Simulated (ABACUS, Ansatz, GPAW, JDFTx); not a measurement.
# Equation of state of Ni under PBEsol

Symmetry: Fm-3m, No. 225, cubic system. Conventional cell: a = 3.475 Å, b = 3.475 Å, c = 3.475 Å, α = 90.00°, β = 90.00°, γ = 90.00°. Ni (site symmetry m-3m) has 12 Ni at 2.46 Å as nearest neighbours.

The cell was scaled at fixed shape and fractions and run with Ansatz, Ansatz PAW, cutoff 420 eV; PBEsol, k mesh 13 × 13 × 13 on the cell of 1 atom, fermi-dirac occupations of 0.05 eV, collinear spin, ferromagnetic start, no spin-orbit coupling. The potentials were made for PBE. Energies are those that the program minimises, any entropy of the smearing included. For a metal such a mesh isn't converged to the digits shown. The magnetic state is the one that the start led to, which needn't be the lowest.

| V (Å³/atom) | energy over the lowest row (meV/atom) |
| --- | --- |
| 9.8625 | 20.04 |
| 10.0723 | 6.36 |
| 10.2822 | 0.00 |
| 10.4920 | ? |
| 10.7019 | 6.03 |
| 10.9117 | 17.06 |
| 11.1215 | 32.65 |

**Question.** Fit the third-order Birch-Murnaghan form, give V0, B0 and B′, and predict the energy left open.

**Answer.** With y = (V0/V)^(2/3), E = E0 + (9 V0 B0/16) [(y - 1)³ B′ + (y - 1)² (6 - 4y)]. Least squares through the rows shown give V0 = 10.3816 Å³/atom, E0 = -0.71 meV, B0 = 231.7 GPa (1 eV/Å³ = 160.218 GPa) and B′ = 4.84, with a largest miss of 0.01 meV. At V = 10.4920 the form with these constants gives 0.12 meV; the run gave 0.12 meV an atom. Other set-ups at this level, from all their volumes (Å³/atom, GPa): ABACUS, PseudoDojo NC SR 0.4.1 PBEsol standard, plane waves: V0 10.381, B0 230.8; GPAW, PAW data sets generated for this functional: V0 10.523, B0 234.8; JDFTx, PseudoDojo-SR-PBEsol-0.4.1-standard: V0 10.387, B0 230.2; JDFTx, PseudoDojo-SR-PBEsol-0.4.1-standard with smoothed tails: V0 10.380, B0 230.8.
